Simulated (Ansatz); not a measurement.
**Calculated field gradients at the nuclei for BAs under strain**

The cell is a structure deposited in the COD, relaxed with PBE at fixed cell and then changed (z compressed by 1 %, ions relaxed).

```
B As
1.0
     0.00000    2.38850    2.36462
     2.38850    0.00000    2.36462
     2.38850    2.38850    0.00000
B As
1 1
Direct
  0.00000 0.00000 0.00000
  0.25000 0.25000 0.25000
```

Atom numbers follow the list; atoms alike are taken as one site, whose name carries the number of the first.

All values are calculated (Ansatz; DFT, PBE, plane waves and PAW, scalar-relativistic, 420 eV cutoff, Γ-centred 16×16×16 k-points, Fermi–Dirac smearing 0.02 eV), not measured.

Conventions: |V_zz| ≥ |V_yy| ≥ |V_xx|, η = (V_xx − V_yy)/V_zz, C_Q = eQV_zz/h.

11B: I = 3/2, Q = 40.59 mb; ⁷⁵As: I = 3/2, Q = 311.0 mb. Quadrupole moments are those of Pyykkö's year-2017 table.

| site | atoms (order as listed) | first shell | V_zz (10²¹ V/m²) | η | C_Q (MHz) |
| --- | --- | --- | --- | --- | --- |
| B | 1 | 4 As at 2.06 Å | -0.011 | 0.00 | -0.010 |
| As | 2 | 4 B at 2.06 Å | -0.11 | 0.00 | -0.798 |

An axis of threefold or higher order runs through B and As, so V_zz lies along it and η is zero.

The relaxation (1 step) took 11 s of wall time (10 s of CPU time) and 0.51 GiB at its peak, on 1 thread of Intel Xeon 6975P-C (Granite Rapids) (x86_64; 16 cores open to the job, memory cap 3.0 GiB, no GPU), a shared host with a load of 1.9 a core.
